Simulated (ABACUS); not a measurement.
# C (Fd-3m) in ABACUS: settings compared, part 3 of 3

ABACUS 3.10.1. The steps go on from the part before.

**5. Single point, OLYP**

run_abacus.py reads:

```python
"""ABACUS run from a structure file: ASE reads it, the script writes STRU, KPT and INPUT."""
import re
import subprocess
import spglib
from ase import Atoms
from ase.io import read
from ase.units import Bohr

atoms = read("C.cif")
cell, frac, numbers = spglib.standardize_cell((atoms.cell[:], atoms.get_scaled_positions(), atoms.numbers), to_primitive=True, symprec=1e-4)
atoms = Atoms(numbers=numbers, cell=cell, scaled_positions=frac, pbc=True)  # the primitive cell
atoms = atoms[(-atoms.numbers).argsort(kind="stable")]  # ABACUS lists atoms element by element
pseudo = {'C': '06_C_4_1.2_1.2_pbe_n_v1.0.upf'}
orbital = {}
magmoms = None
kmesh = [10, 10, 10]
params = {
    'suffix': 'C',
    'calculation': 'scf',
    'basis_type': 'pw',
    'pseudo_dir': './',
    'symmetry': 1,
    'dft_functional': 'GGA_X_OPTX+GGA_C_LYP',
    'ecutwfc': 82,
    'pseudo_rcut': 10,
    'nspin': 1,
    'nbands': 14,
    'ks_solver': 'dav',
    'smearing_method': 'fd',
    'smearing_sigma': 0.00367493,
    'scf_thr': 1e-08,
    'scf_nmax': 100,
    'mixing_type': 'broyden',
    'mixing_beta': 0.7,
    'cal_force': 1,
    'cal_stress': 1,
    'out_chg': 1,
    'kpar': 4,
}

symbols = atoms.get_chemical_symbols()
elements = list(dict.fromkeys(symbols))
lines = ["ATOMIC_SPECIES"] + [f"{e} {atoms.get_masses()[symbols.index(e)]:.4f} {pseudo[e]}" for e in elements]
if orbital:
    lines += ["", "NUMERICAL_ORBITAL"] + [orbital[e] for e in elements]
lines += ["", "LATTICE_CONSTANT", f"{1 / Bohr:.10f}", "", "LATTICE_VECTORS"]
lines += [" ".join(f"{x:.10f}" for x in v) for v in atoms.cell]
lines += ["", "ATOMIC_POSITIONS", "Direct"]
for e in elements:
    lines += ["", e, "0.0", str(symbols.count(e))]
    for i, p in enumerate(atoms.get_scaled_positions(wrap=False)):
        if symbols[i] == e:
            mag = "" if magmoms is None else " mag " + " ".join(str(x) for x in (magmoms[i] if isinstance(magmoms[i], list) else [magmoms[i]]))
            lines.append(" ".join(f"{x:.10f}" for x in p) + " 1 1 1" + mag)
open("STRU", "w").write("\n".join(lines) + "\n")
open("KPT", "w").write("K_POINTS\n0\nGamma\n%d %d %d 0 0 0\n" % tuple(kmesh))
open("INPUT", "w").write("INPUT_PARAMETERS\n" + "".join(f"{k:<20s}{v}\n" for k, v in params.items()))

done = subprocess.run(['mpirun', '-np', '4', 'abacus'])
if done.returncode:
    raise SystemExit(done.returncode)
log = open("OUT.C/running_scf.log").read()
print("final energy (eV):", re.findall(r"FINAL_ETOT_IS (\S+)", log))
```

C.cif is that of step 4.

Potentials or basis: SPMS ONCV 1.0 PBE, plane waves.

Launch:

```console
OMP_NUM_THREADS=1 python run_abacus.py > log
```

running log:

```text
ABACUS v3.10.1

               Atomic-orbital Based Ab-initio Computation at UStc

 ------------------------------------------------------------------------------------

 READING GENERAL INFORMATION
                           global_out_dir = OUT.C/
                           global_in_card = INPUT
                               pseudo_dir = ./
                              orbital_dir =
                                    DSIZE = 4
                                    GSIZE = 1

 READING UNITCELL INFORMATION
                                    ntype = 1
                  lattice constant (Bohr) = 1.88973
              lattice constant (Angstrom) = 1

 READING ATOM TYPE 1
                               atom label = C
                      L=0, number of zeta = 1
                      L=1, number of zeta = 1
                      L=2, number of zeta = 1
             number of atom for this type = 2

                        TOTAL ATOM NUMBER = 2
DIRECT COORDINATES
    atom                   x                   y                   z     mag                  vx                  vy                  vz
taud_C1            0.2500000000        0.2500000000        0.2500000000  0.0000        0.0000000000        0.0000000000        0.0000000000
taud_C2            0.0000000000        0.0000000000        0.0000000000  0.0000        0.0000000000        0.0000000000        0.0000000000

                          Volume (Bohr^3) = 76.551
                             Volume (A^3) = 11.3437

 Lattice vectors: (Cartesian coordinate: in unit of a_0)
                   +0            +1.78337            +1.78337
             +1.78337                  +0            +1.78337
             +1.78337            +1.78337                  +0
 Reciprocal vectors: (Cartesian coordinate: in unit of 2 pi/a_0)
            -0.280368           +0.280368           +0.280368
            +0.280368           -0.280368           +0.280368
            +0.280368           +0.280368           -0.280368
 The esolver type has been set to : ksdft_pw

                PAO radial cut off (Bohr) = 10

 Read in pseudopotential file is 06_C_4_1.2_1.2_pbe_n_v1.0.upf
                     pseudopotential type = NC
          exchange-correlation functional = PBE
                 nonlocal core correction = 1
                        valence electrons = 4
                                     lmax = 1
                           number of zeta = 2
                     number of projectors = 4
                           L of projector = 0
                           L of projector = 0
                           L of projector = 1
                           L of projector = 1
 XC functional updated to : GGA_X_OPTX+GGA_C_LYP
          exchange-correlation functional = GGA_X_OPTX+GGA_C_LYP
     initial pseudo atomic orbital number = 8

 SETUP THE ELECTRONS NUMBER
             electron number of element C = 4
       total electron number of element C = 8
            AUTOSET number of electrons:  = 8
                           occupied bands = 4
[... 136 lines left out ...]
 PARALLEL PW FOR WAVE FUNCTIONS
     PROC   COLUMNS(POT)             PW
        1            151           1243
 --------------- sum -------------------
        1            151           1243

 SETUP NONLOCAL PSEUDOPOTENTIALS IN PLANE WAVE BASIS
 C non-local projectors:
 projector 1 L=0
 projector 2 L=0
 projector 3 L=1
 projector 4 L=1
      TOTAL NUMBER OF NONLOCAL PROJECTORS = 16

 Init Non-Local PseudoPotential table :
 Init Non-Local-Pseudopotential done.

                                     npwx = 964

 Make real space PAO into reciprocal space.
       max mesh points in Pseudopotential = 1001
     dq(describe PAO in reciprocal space) = 0.01
                                    max q = 1091

 number of pseudo atomic orbitals for C is 2
WARNING: norm of atomic wavefunction # 2 of atomic type C is 0.999989, renormalized

 -------------------------------------------
 SELF-CONSISTENT
 -------------------------------------------
                                 init_chg = atomic

 PW ALGORITHM --------------- ION=   1  ELEC=   1--------------------------------

 Density error is 0.119512182642
                          Error Threshold = 0.01
----------------------------------------------------------
     Energy           Rydberg                 eV
----------------------------------------------------------
 E_KohnSham     -24.0660661300       -327.4356278131
 E_Harris       -23.6202182437       -321.3695561183
 E_Fermi        1.1467118877         15.6018156374
----------------------------------------------------------
[... 51 lines left out ...]
 Density error is 3.36328186975e-10
                          Error Threshold = 1.01400507027e-09
----------------------------------------------------------
     Energy           Rydberg                 eV
----------------------------------------------------------
 E_KohnSham     -24.0728020623       -327.5272748733
 E_KS(sigma->0) -24.0728020623       -327.5272748733
 E_Harris       -24.0727926862       -327.5271473052
 E_band         2.5139342333         34.2038299702
 E_one_elec     8.2320335427         112.0025623081
 E_Hartree      1.9590696278         26.6545097171
 E_xc           -8.6892167458        -118.2228588993
 E_Ewald        -25.5746884871       -347.9614879992
 E_entropy(-TS) -0.0000000000        -0.0000000000
 E_descf        0.0000000000         0.0000000000
 E_exx          0.0000000000         0.0000000000
 E_Fermi        1.1897847994         16.1878526661
----------------------------------------------------------

 charge density convergence is achieved
 final etot is -327.52727487 eV
 EFERMI = 16.187852666 eV

 STATE ENERGY(eV) AND OCCUPATIONS    NSPIN == 1
 1/12 kpoint (Cartesian) = 0.0000 0.0000 0.0000 (941 pws)
       1       -8.19246     0.00200000
       2        13.2314     0.00200000
       3        13.2314     0.00200000
       4        13.2314     0.00200000
       5        18.8677    1.05763e-26
       6        18.8677    1.05763e-26
       7        18.8677    1.05763e-26
       8        26.5873        0.00000
       9        32.9566        0.00000
      10        40.1285        0.00000
      11        40.1285        0.00000
      12        41.1254        0.00000
      13        41.1254        0.00000
      14        41.1254        0.00000
[... 66 lines left out ...]
       1       -2.46508     0.00800000
       2     -0.0716596     0.00800000
       3        10.4201     0.00800000
       4        10.4201     0.00800000
       5        21.7858    1.90596e-51
       6        21.7858    1.90596e-51
       7        22.1797    7.21482e-55
       8        29.1402        0.00000
       9        35.4207        0.00000
      10        37.6456        0.00000
      11        39.4281        0.00000
      12        39.4281        0.00000
      13        47.6679        0.00000
      14        47.6679        0.00000

[... levels at 6 further k points ...]

------------------------------------------------------------------------------------------
 TOTAL-FORCE (eV/Angstrom)
------------------------------------------------------------------------------------------
                        C1         0.0000000000         0.0000000000         0.0000000000
                        C2         0.0000000000         0.0000000000         0.0000000000
------------------------------------------------------------------------------------------

----------------------------------------------------------------
 TOTAL-STRESS (KBAR)
----------------------------------------------------------------
      -102.9959387853        -0.0000000000         0.0000000000
        -0.0000000000      -102.9959387853         0.0000000000
        -0.0000000000         0.0000000000      -102.9959387853
----------------------------------------------------------------
 TOTAL-PRESSURE: -102.995939 KBAR

 --------------------------------------------
 !FINAL_ETOT_IS -327.5272748732816694 eV
 --------------------------------------------
```

It took 2.6 s on 4 MPI ranks of Intel Xeon 6975P-C (Granite Rapids), shared host; peak memory 0.32 GiB.

Results:

| Item | Value |
| --- | --- |
| Free energy | -327.5273 eV |
| Pressure | -10.3 GPa |
| Band gap on the k mesh | 4.37 eV, indirect (least direct gap 5.64 eV) |

Caveat: the potentials were made for another functional, which shifts forces and pressure.

**6. The runs side by side**

```csv
task,level,potentials or basis,cell,k mesh,cutoff (eV),orbital files,SCF threshold on the density,eigensolver,optimiser,force threshold,gap on the mesh (eV),pressure (GPa)
single point,PBE,"Ansatz NC PBE, DZP LCAO (the cutoffs set its grid)",as given,12 × 12 × 12,1361,C C_confined-atom_6au_2s2p1d.orb,1e-07,genelpa,-,-,4.18,5.5
single point,rPW86PBE,"SG15 ONCV 1.2 PBE, plane waves",as given,10 × 10 × 10,1116,-,1e-08,dav,-,-,4.46,7.4
relaxation of cell and atoms,rPW86PBE,"SG15 ONCV 1.2 PBE, plane waves",relaxed,10 × 10 × 10,1116,-,1e-08,dav,ASE BFGSLineSearch,0.02 eV/Å,4.42,-0.1
single point,OLYP,"SPMS ONCV 1.0 PBE, plane waves",as given,10 × 10 × 10,1116,-,1e-08,dav,-,-,4.37,-10.3
```

Alike in all rows: no spin polarisation; smearing fermi-dirac 0.05 eV.

Caveats: the potentials were made for another functional, which shifts forces and pressure (some runs); the atomic orbitals were generated for these runs and aren't a published set (some runs); the basis of atomic orbitals isn't converged, which shifts pressures, moduli and gaps (some runs).

Total energies depend on the potentials used, so only differences within one code and one set of settings carry meaning.
